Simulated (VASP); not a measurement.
# CdS (P6_3mc) in VASP: further runs

Runs on CdS. Level: PBE. Tasks: band structure.

Everything below comes from runs of VASP 6.6.1. Logs are shortened: lines on timing, memory, paths and dates and some standing lists are left out, and cuts for length are marked.

**What was measured.**

“Isotope dependence of band-gap energy”, 2008, arxiv:0807.2152 quotes, for a bulk crystal of CdS: band gap 2.5809 ± 0.0002 eV.

The runs below are set against these values where they give the same quantity.

## Step 1: Starting point

Symmetry: P6_3mc, No. 186, hexagonal system. Conventional cell: a = 4.169 Å, b = 4.169 Å, c = 6.780 Å, α = 90.00°, β = 90.00°, γ = 120.00°. Cd (site symmetry 3m) is surrounded by 4 S at 2.55 Å. S (site symmetry 3m) has 4 Cd at 2.55 Å as nearest neighbours.

The cell is a database's computed one.

## Step 2: Band structure, PBE

POSCAR

```
CdS                                     
1.0
    4.1688897967      0.0000000000      0.0000000000
   -2.0844448484      3.6103644707      0.0000000000
    0.0000000000      0.0000000000      6.7801618396
  Cd              S             
     2     2
Direct
     0.6666666699999979    0.3333333300000021    0.5001861622150443
     0.3333333300000021    0.6666666699999979    0.0001861622150443
     0.6666666699999979    0.3333333300000021    0.8768138377849510
     0.3333333300000021    0.6666666699999979    0.3768138377849510
```

INCAR.step1

```
SYSTEM = CdS
PREC = Accurate
ENCUT = 300
EDIFF = 1E-6
ISMEAR = 0
SIGMA = 0.02
LREAL = .False.
LASPH = .True.
NELM = 120
ALGO = Fast
ISIF = 2
LWAVE = .False.
LCHARG = .True.
GGA = PE
KPAR = 4
```

KPOINTS.step1

```
regular mesh
0
Gamma
  10 10 6
  0 0 0
```

INCAR.step2

```
SYSTEM = CdS
PREC = Accurate
ENCUT = 300
EDIFF = 1E-6
ISMEAR = 0
SIGMA = 0.05
LREAL = .False.
LASPH = .True.
NELM = 120
ALGO = Fast
ISIF = 2
LWAVE = .False.
LCHARG = .False.
GGA = PE
KPAR = 4
ICHARG = 11
```

KPOINTS.step2

```
path GMKGALHA,LM,KH
15
line-mode
reciprocal
 0.0000000000  0.0000000000  0.0000000000  G
 0.5000000000  0.0000000000  0.0000000000  M

 0.5000000000  0.0000000000  0.0000000000  M
 0.3333333333  0.3333333333  0.0000000000  K

 0.3333333333  0.3333333333  0.0000000000  K
 0.0000000000  0.0000000000  0.0000000000  G

 0.0000000000  0.0000000000  0.0000000000  G
 0.0000000000  0.0000000000  0.5000000000  A

 0.0000000000  0.0000000000  0.5000000000  A
 0.5000000000  0.0000000000  0.5000000000  L

 0.5000000000  0.0000000000  0.5000000000  L
 0.3333333333  0.3333333333  0.5000000000  H

 0.3333333333  0.3333333333  0.5000000000  H
 0.0000000000  0.0000000000  0.5000000000  A

 0.5000000000  0.0000000000  0.5000000000  L
 0.5000000000  0.0000000000  0.0000000000  M

 0.3333333333  0.3333333333  0.0000000000  K
 0.3333333333  0.3333333333  0.5000000000  H
```

Potentials or basis: VASP PAW PBE potentials, release 64 (Cd, S).

Run with:

```bash
cat potpaw_PBE.64/Cd/POTCAR potpaw_PBE.64/S/POTCAR > POTCAR
cp INCAR.step1 INCAR
cp KPOINTS.step1 KPOINTS
mpirun -np 4 vasp_std > vasp.out
cp INCAR.step2 INCAR
cp KPOINTS.step2 KPOINTS
mpirun -np 4 vasp_std > vasp.out
```

OUTCAR:

```text
SYSTEM = CdS
   PREC = Accurate
   ENCUT = 300
   EDIFF = 1E-6
   ISMEAR = 0
   LREAL = .False.
   LASPH = .True.
   NELM = 120
   ISIF = 2
   GGA = PE
   ICHARG = 11

 ion  position               nearest neighbor table
   1  0.667  0.333  0.500-   4 2.55   4 2.55   4 2.55   3 2.55
   2  0.333  0.667  0.000-   3 2.55   3 2.55   3 2.55   4 2.55
   3  0.667  0.333  0.877-   2 2.55   2 2.55   2 2.55   1 2.55
   4  0.333  0.667  0.377-   1 2.55   1 2.55   1 2.55   2 2.55

  LATTYP: Found a hexagonal cell.
 ALAT       =     4.1688897967
 C/A-ratio  =     1.6263710892

  Lattice vectors:

 A1 = (   4.1688897967,   0.0000000000,   0.0000000000)
 A2 = (  -2.0844448484,   3.6103644707,   0.0000000000)
 A3 = (   0.0000000000,   0.0000000000,   6.7801618396)

Analysis of symmetry for initial positions (statically):
=====================================================================
 Subroutine PRICEL returns:
 Original cell was already a primitive cell.

 Routine SETGRP: Setting up the symmetry group for a
 hexagonal supercell.

 Subroutine GETGRP returns: Found 12 space group operations
 (whereof  6 operations were pure point group operations)
 out of a pool of 24 trial point group operations.

The static configuration has the point symmetry C_3v.
 The point group associated with its full space group is C_6v.

Analysis of symmetry for dynamics (positions and initial velocities):
=====================================================================
 Subroutine PRICEL returns:
 Original cell was already a primitive cell.

 Routine SETGRP: Setting up the symmetry group for a
 hexagonal supercell.

 Subroutine GETGRP returns: Found 12 space group operations
 (whereof  6 operations were pure point group operations)
 out of a pool of 24 trial point group operations.

The dynamic configuration has the point symmetry C_3v.
 The point group associated with its full space group is C_6v.

 Subroutine INISYM returns: Found 12 space group operations
 (whereof  6 operations are pure point group operations),
 and found     1 'primitive' translations

----------------------------------------------------------------------------------------

                                     Primitive cell

  volume of cell :     102.0497

  direct lattice vectors                    reciprocal lattice vectors
     4.168889797  0.000000000  0.000000000     0.239872016  0.138490170  0.000000000
    -2.084444848  3.610364471  0.000000000     0.000000000  0.276980346  0.000000000
     0.000000000  0.000000000  6.780161840     0.000000000  0.000000000  0.147489105

  length of vectors
     4.168889797  4.168889773  6.780161840     0.276980344  0.276980346  0.147489105

  position of ions in fractional coordinates (direct lattice)
     0.666666670  0.333333330  0.500186162
     0.333333330  0.666666670  0.000186162
     0.666666670  0.333333330  0.876813838
     0.333333330  0.666666670  0.376813838

  ion indices of the primitive-cell ions
   primitive index   ion index
                 1           1
                 2           2
                 3           3
                 4           4

----------------------------------------------------------------------------------------

 KPOINTS: path GMKGALHA,LM,KH

Interpolating k-points between supplied coordinates.

 Line segments in fractional coordinates (reciprocal lattice):
    0.000000  0.000000  0.000000  ...  0.500000  0.000000  0.000000
    0.500000  0.000000  0.000000  ...  0.333333  0.333333  0.000000
    0.333333  0.333333  0.000000  ...  0.000000  0.000000  0.000000
    0.000000  0.000000  0.000000  ...  0.000000  0.000000  0.500000
    0.000000  0.000000  0.500000  ...  0.500000  0.000000  0.500000
    0.500000  0.000000  0.500000  ...  0.333333  0.333333  0.500000
    0.333333  0.333333  0.500000  ...  0.000000  0.000000  0.500000
    0.500000  0.000000  0.500000  ...  0.500000  0.000000  0.000000
    0.333333  0.333333  0.000000  ...  0.333333  0.333333  0.500000

 Generated    15 points on each line segment, for a total of    135 k-points:

 Following reciprocal coordinates:
            Coordinates               Weight
  0.000000  0.000000  0.000000      0.007407
  0.035714  0.000000  0.000000      0.007407
  0.071429  0.000000  0.000000      0.007407
  0.107143  0.000000  0.000000      0.007407
  0.142857  0.000000  0.000000      0.007407
  0.178571  0.000000  0.000000      0.007407
[... 16 lines left out ...]
  0.416667  0.166667  0.000000      0.007407
  0.404762  0.190476  0.000000      0.007407
 [... further k-points ...]
   k-points           NKPTS =    135   k-points in BZ     NKDIM =    135   number of bands    NBANDS=     22
   number of dos      NEDOS =    301   number of ions     NIONS =      4
   total plane-waves  NPLWV =  23040
   dimension x,y,z NGX =    24 NGY =   24 NGZ =   40
   dimension x,y,z NGXF=    48 NGYF=   48 NGZF=   80
   ions per type =               2   2
   NGX,Y,Z   is equivalent  to a cutoff of   9.57,  9.57,  9.81 a.u.
   NGXF,Y,Z  is equivalent  to a cutoff of  19.14, 19.14, 19.62 a.u.
 SYSTEM =  CdS
   PREC   = accura    normal or accurate (medium, high low for compatibility)
   ISTART =      0    job   : 0-new  1-cont  2-samecut
   ICHARG =     11    charge: 1-file 2-atom 10-const
   ISPIN  =      1    spin polarized calculation?
   LNONCOLLINEAR =      F non collinear calculations
   LSORBIT =      F    spin-orbit coupling
   LASPH  =      T    aspherical Exc in radial PAW
   ENCUT  =  300.0 eV  22.05 Ry    4.70 a.u.   5.89  5.89  9.58*2*pi/ulx,y,z
   NELM   =    120;   NELMIN=  2; NELMDL=  0     # of ELM steps
   EDIFF  = 0.1E-05   stopping-criterion for ELM
   LREAL  =      F    real-space projection
   EDIFFG = 0.1E-04   stopping-criterion for IOM
   NSW    =      0    number of steps for IOM
   IBRION =     -1    ionic relax: 0-MD 1-quasi-New 2-CG
   NFREE  =      0    steps in history (QN), initial steepest desc. (CG)
   ISIF   =      2    stress and relaxation
   ISYM   =      2    0-nonsym 1-usesym 2-fastsym
   POTIM  = 0.5000    time-step for ionic-motion
   TEBEG  =    0.0;   TEEND  =   0.0 temperature during run
   PSTRESS=    0.0 pullay stress
   NELECT =      36.0000    total number of electrons
   NUPDOWN=      -1.0000    fix difference up-down
   EMIN   =  10.00;   EMAX   =-10.00  energy-range for DOS
   EFERMI =   0.00;   METHOD = LEGACY
   ISMEAR =     0;   SIGMA  =   0.05  broadening in eV -4-tet -1-fermi 0-gaus
   EFERMI_NEDOS =   21; number of points for ismear=-14 and -15
   IALGO  =     68    algorithm
   IMIX   =      4    mixing-type and parameters
     AMIX     =   0.40;   BMIX     =  1.00
     AMIX_MAG =   1.60;   BMIX_MAG =  1.00
  volume/ion in A,a.u.               =      25.51       172.17
  Fermi-wavevector in a.u.,A,eV,Ry     =   1.156747  2.185935 18.205470  1.338064
  Thomas-Fermi vector in A             =   2.293365
   LORBIT       =      0    0 simple, 1 ext, 2 COOP (PROOUT), +10 PAW based schemes
   GGA     = PE    functional components
   LHFCALC =     F    Hartree Fock is set to
   AEXX    =    0.0000 exact exchange contribution
   IVDW    =     0    specifies the selected vdW correction
   LEPSILON=     F    determine dielectric tensor
   LRPA    =     F    only Hartree local field effects (RPA)
 non-spin polarized calculation
 RMM-DIIS sequential band-by-band and
 Gauss-broadening in eV      SIGMA  =   0.05
  energy-cutoff  :      300.00
  volume of cell :      102.05
 maximum number of plane-waves:      1220
 NGX is ok and might be reduce to    24

 number of electron      36.0000029 magnetization

 Free energy of the ion-electron system (eV)
  ---------------------------------------------------
  ext. energy  EPLUGINS =         0.00000000
  ---------------------------------------------------
  free energy    TOTEN  =       -11.61364152 eV

  energy without entropy =      -11.61364152  energy(sigma->0) =      -11.61364152

 E-fermi :   1.3287     XC(G=0):  -9.0144

 val. band max:        1.0808581443   @ k =   0.0000   0.0000   0.0000
 cond. band min:       2.2360742620   @ k =   0.0000   0.0000   0.0000
 fundamental gap:      1.1552161177
 Fermi energy:         1.3286567145

 k-point     1 :       0.0000    0.0000    0.0000
  band No.  band energies     occupation
      1     -11.1298      2.00000
      2     -10.7219      2.00000
      3      -6.5134      2.00000
      4      -6.5072      2.00000
      5      -6.5072      2.00000
      6      -6.4278      2.00000
[... 14 lines left out ...]
     21       7.5630      0.00000
     22       7.5673      0.00000

 k-point     2 :       0.0357    0.0000    0.0000
  band No.  band energies     occupation
      1     -11.1254      2.00000
      2     -10.7199      2.00000
      3      -6.5129      2.00000
      4      -6.5053      2.00000
      5      -6.5030      2.00000
      6      -6.4259      2.00000
[... 14 lines left out ...]
     21       7.5085      0.00000
     22       7.5886      0.00000

 k-point     3 :       0.0714    0.0000    0.0000
  band No.  band energies     occupation
      1     -11.1123      2.00000
      2     -10.7141      2.00000
      3      -6.5094      2.00000
      4      -6.4999      2.00000
      5      -6.4924      2.00000
      6      -6.4199      2.00000
[... 14 lines left out ...]
     21       7.3665      0.00000
     22       7.6449      0.00000

 k-point     4 :       0.1071    0.0000    0.0000
  band No.  band energies     occupation
      1     -11.0910      2.00000
      2     -10.7048      2.00000
      3      -6.5021      2.00000
      4      -6.4912      2.00000
      5      -6.4764      2.00000
      6      -6.4097      2.00000
[... 14 lines left out ...]
     21       7.1759      0.00000
     22       7.7365      0.00000

 k-point     5 :       0.1429    0.0000    0.0000
  band No.  band energies     occupation
      1     -11.0625      2.00000
      2     -10.6926      2.00000
      3      -6.4919      2.00000
      4      -6.4801      2.00000
      5      -6.4544      2.00000
      6      -6.3949      2.00000
[... 417 lines left out ...]
 k-point    22 :       0.4286    0.1429    0.0000
  band No.  band energies     occupation
      1     -10.7083      2.00000
      2     -10.6059      2.00000
      3      -6.4253      2.00000
      4      -6.3773      2.00000
      5      -6.2318      2.00000
      6      -6.2186      2.00000
[... 14 lines left out ...]
     21       6.0958      0.00000
     22       7.4407      0.00000

 k-point    23 :       0.4167    0.1667    0.0000
  band No.  band energies     occupation
      1     -10.7006      2.00000
      2     -10.6072      2.00000
      3      -6.4294      2.00000
      4      -6.3664      2.00000
      5      -6.2339      2.00000
      6      -6.2206      2.00000
[... 14 lines left out ...]
     21       6.0571      0.00000
     22       7.4750      0.00000

 k-point    24 :       0.4048    0.1905    0.0000
  band No.  band energies     occupation
      1     -10.6922      2.00000
      2     -10.6090      2.00000
      3      -6.4333      2.00000
      4      -6.3544      2.00000
      5      -6.2373      2.00000
      6      -6.2221      2.00000
[... 14 lines left out ...]
     21       6.0155      0.00000
     22       7.5304      0.00000

 [... further k-points ...]
[... 5 lines left out ...]
  --------------------------------------------------------------------------------------
  -------------------------------------------------------------------------------------
  Total        2.6659077      2.6659077      1.6712337      0.0000000     -0.0000000      0.0000000
  in kB       41.8546939     41.8546940     26.2383337      0.0000006     -0.0000000      0.0000000
  external PRESSURE =      36.6492405 kB  Pullay stress =       0.0000000 kB

 VOLUME and BASIS-vectors are now :
 -----------------------------------------------------------------------------
  energy-cutoff  :      300.00
  volume of cell :      102.05
      direct lattice vectors                 reciprocal lattice vectors
     4.168889797  0.000000000  0.000000000     0.239872016  0.138490170  0.000000000
    -2.084444848  3.610364471  0.000000000     0.000000000  0.276980346  0.000000000
     0.000000000  0.000000000  6.780161840     0.000000000  0.000000000  0.147489105

 POSITION                                       TOTAL-FORCE (eV/Angst)
 -----------------------------------------------------------------------------------
      2.08444      1.20345      3.39134         0.000000      0.000000      0.225755
      0.00000      2.40691      0.00126        -0.000000      0.000000      0.225755
      2.08444      1.20345      5.94494         0.000000     -0.000000     -0.225755
      0.00000      2.40691      2.55486         0.000000      0.000000     -0.225755
 -----------------------------------------------------------------------------------
    total drift:                               -0.000016      0.000007     -0.063364

  FREE ENERGIE OF THE ION-ELECTRON SYSTEM (eV)
  ---------------------------------------------------
  free  energy   TOTEN  =       -11.6136415202 eV

  energy  without entropy=      -11.6136415202  energy(sigma->0) =      -11.61364152
```

It took 19 s on 4 MPI ranks of AMD EPYC 9R45 (Zen 5), shared host; peak memory 0.2 GiB.

What came out:

```
Band gap on the k mesh  : 1.15 eV, direct
Band gap along the path : 1.16 eV, direct
```

Levels at the corners of the path, in eV from the valence-band top:
```csv
point,band 16,band 17,band 18,band 19,band 20,band 21
Γ,-0.04,0.00,0.00,1.16,2.76,6.48
M,-1.80,-1.23,-0.72,3.67,3.88,5.12
M,-1.80,-1.23,-0.72,3.67,3.88,5.12
K,-1.77,-1.77,-1.58,4.71,5.01,5.01
K,-1.77,-1.77,-1.58,4.71,5.01,5.01
Γ,-0.04,0.00,0.00,1.16,2.76,6.48
Γ,-0.04,0.00,0.00,1.16,2.76,6.48
A,-0.38,-0.37,-0.37,2.80,2.80,6.16
A,-0.38,-0.37,-0.37,2.80,2.80,6.16
L,-1.29,-1.27,-1.27,3.47,3.47,5.37
L,-1.29,-1.27,-1.27,3.47,3.47,5.37
H,-2.33,-1.07,-1.07,4.35,4.35,6.12
H,-2.33,-1.07,-1.07,4.35,4.35,6.12
A,-0.38,-0.37,-0.37,2.80,2.80,6.16
L,-1.29,-1.27,-1.27,3.47,3.47,5.37
M,-1.80,-1.23,-0.72,3.67,3.88,5.12
K,-1.77,-1.77,-1.58,4.71,5.01,5.01
H,-2.33,-1.07,-1.07,4.35,4.35,6.12
```

Caveat: the cutoff is under 1.25 times the usual one of these potentials, so pressure, stress and relaxed cells hold a basis-set (Pulay) error; the log is that of the step along the path at fixed density, whose energy, stress, charges and moments have no meaning.

## Step 3: Band structure, PBE

POSCAR is that of step 2.

INCAR.step1, as its differences from that of step 2:

```diff
@@ -2,3 +2,3 @@
 PREC = Accurate
-ENCUT = 300
+ENCUT = 600
 EDIFF = 1E-6
```

KPOINTS.step1 is that of step 2.

INCAR.step2, as its differences from that of step 2:

```diff
@@ -2,3 +2,3 @@
 PREC = Accurate
-ENCUT = 300
+ENCUT = 600
 EDIFF = 1E-6
```

KPOINTS.step2 is that of step 2.

Potentials or basis: VASP PAW PBE potentials, release 64 (Cd, S).

Run with:

```bash
cat potpaw_PBE.64/Cd/POTCAR potpaw_PBE.64/S/POTCAR > POTCAR
cp INCAR.step1 INCAR
cp KPOINTS.step1 KPOINTS
mpirun -np 4 vasp_std > vasp.out
cp INCAR.step2 INCAR
cp KPOINTS.step2 KPOINTS
mpirun -np 4 vasp_std > vasp.out
```

It took 56 s on 4 MPI ranks of AMD EPYC 9R45 (Zen 5), shared host; peak memory 0.44 GiB.

Results (log left out):

```yaml
Band_gap_on_the_k_mesh: 1.16 eV, direct
Band_gap_along_the_path: 1.16 eV, direct
```

Levels at the corners of the path, in eV from the valence-band top:
```
point  band 14  band 15  band 16  band 17  band 18  band 19  band 20  band 21  band 22
    Γ    -0.72    -0.72    -0.04     0.00     0.00     1.16     2.76     6.48     6.49
    M    -3.42    -2.53    -1.79    -1.23    -0.72     3.67     3.88     5.12     6.33
    M    -3.42    -2.53    -1.79    -1.23    -0.72     3.67     3.88     5.12     6.33
    K    -3.58    -2.96    -1.77    -1.77    -1.57     4.71     5.02     5.02     7.14
    K    -3.58    -2.96    -1.77    -1.77    -1.57     4.71     5.02     5.02     7.15
    Γ    -0.72    -0.72    -0.04     0.00     0.00     1.16     2.76     6.48     6.50
    Γ    -0.72    -0.72    -0.04     0.00     0.00     1.16     2.76     6.48     6.49
    A    -2.41    -0.37    -0.37    -0.37    -0.37     2.81     2.81     6.16     6.16
    A    -2.41    -0.37    -0.37    -0.37    -0.37     2.81     2.81     6.17     6.17
    L    -4.01    -1.29    -1.29    -1.27    -1.27     3.47     3.47     5.37     5.37
    L    -4.01    -1.29    -1.29    -1.27    -1.27     3.47     3.47     5.37     5.37
    H    -3.90    -2.33    -2.33    -1.07    -1.07     4.35     4.35     6.12     6.12
    H    -3.90    -2.33    -2.33    -1.07    -1.07     4.35     4.35     6.12     6.12
    A    -2.41    -0.37    -0.37    -0.37    -0.37     2.81     2.81     6.16     6.17
    L    -4.01    -1.29    -1.29    -1.27    -1.27     3.47     3.47     5.37     5.37
    M    -3.42    -2.53    -1.79    -1.23    -0.72     3.67     3.88     5.12     6.33
    K    -3.58    -2.96    -1.77    -1.77    -1.57     4.71     5.02     5.02     7.16
    H    -3.90    -2.33    -2.33    -1.07    -1.07     4.35     4.35     6.12     6.14
```

Caveat: the log is that of the step along the path at fixed density, whose energy, stress, charges and moments have no meaning.

## Step 4: How close it comes

Step 2. A measured gap of CdS is 2.5809 eV (quoted in “Isotope dependence of band-gap energy”, 2008, arxiv:0807.2152); the calculated 1.16 eV misses it by -1.43 eV. So large a miss can be the level of theory's own, or it may mean another phase, state or a wrong row. Spin-orbit coupling on Cd is left out. The value is that of PBE, without temperature or zero-point motion. Semilocal functionals fall short of measured gaps as a rule. The cell is a database's relaxed one, not the measured one, which moves gaps too.

Step 3. A measured gap of CdS is 2.5809 eV (quoted in “Isotope dependence of band-gap energy”, 2008, arxiv:0807.2152); the calculated 1.16 eV misses it by -1.42 eV. So large a miss can be the level of theory's own, or it may mean another phase, state or a wrong row. Spin-orbit coupling on Cd is left out. The value is that of PBE, without temperature or zero-point motion. Semilocal functionals fall short of measured gaps as a rule. The cell is a database's relaxed one, not the measured one, which moves gaps too.
